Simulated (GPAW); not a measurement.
Runs of GPAW 26.7.0 on MnSi. Symmetry: F-43m, No. 216, cubic system. Conventional cell: a = 5.054 Å, b = 5.054 Å, c = 5.054 Å, α = 90.00°, β = 90.00°, γ = 90.00°. Around Mn (site symmetry -43m) lie 4 Si at 2.19 Å. Si (site symmetry -43m) has 4 Mn at 2.19 Å as nearest neighbours. The cell was built by a generator and needn't be a form met in nature.

```csv
cell,site radius,gap on the mesh (eV),moment (μB)
"F-43m, 16.14 Å³/atom",1.04,none,(a)
"F-43m, 16.79 Å³/atom",1.053,none,2.02
"F-43m, 16.46 Å³/atom",1.046,none,1.98
"F-43m, 17.11 Å³/atom",1.06,none,2.06
```

Alike in all rows: task magnons; level LDA; potentials or basis the program's PAW data sets (release 1.2.1) made for this functional, pw; spin collinear, ferromagnetic start; k mesh 7 × 7 × 7; cutoff (eV) 400; smearing fermi-dirac 0.05 eV.

Task: Estimate the missing entries.

Result: (a) 1.94.

Caveats: the number of bands moves the energies at small q by some ten meV; the exchange constants hang on this mesh and on the site radius; magnon energies are noisy on this mesh.

A gap of «none» marks a metal or a gap under the smearing width.
